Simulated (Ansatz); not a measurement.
The system is Ga.

```
Ga
1.0
     1.38300   -4.02650    0.00000
     1.38300    4.02650    0.00000
    -0.11745    0.00000    3.32993
Ga
2
Cartesian
  1.2949 2.9716 2.4974
  1.3536 -2.9716 0.8325
```

This isn't the form of Ga at room conditions, which is orthorhombic.

```yaml
Program: Ansatz 0.2.0
Task: relaxation of cell and atoms
Functional: revPBE
Dispersion: D4
Potentials_or_basis: Ansatz PAW
Cutoff: "420 eV (not typed: the program's choice for these potentials)"
k_mesh: 10 × 10 × 8
Occupations: fermi-dirac, width 0.05 eV
Spin: no spin polarisation
```

At the start: volume 18.54 Å³/atom.

Task: How do energy, volume and symmetry change on relaxing?

Result: It ends after 8 steps and the volume is 17.47 Å³/atom (-5.8 %); space group C2/c (No. 15, to 0.05 Å).

The path:
```
step  energy change (eV)  largest force (eV/Å)  volume (Å³)
   1              0.0000                0.2064        37.09
   2             -0.0357                0.1216        34.50
   3             -0.0420                0.0007        34.72
   4             -0.0423                0.0108        34.86
   5             -0.0427                0.0299        34.97
   6             -0.0429                0.0014        34.97
   7             -0.0429                0.0006        34.94
   8             -0.0421                0.0005        34.94
```

Final structure:
```
CELL_PARAMETERS angstrom
1.39158 -4.00749 0.01144
1.39158 4.00749 0.01144
-0.09064 0.00000 3.13153
ATOMIC_POSITIONS crystal
Ga 0.13453 0.86547 0.75000
Ga 0.86547 0.13453 0.25000
```

Caveat: the plane-wave basis is chosen anew once the cell has moved, so the energies of steps on either side of that aren't comparable; pairwise dispersion overbinds metals, which lowers pressure and volume; the PAW data sets come from PBE, with cores solved anew for the run's functional, which leaves a small shift of forces and pressure.
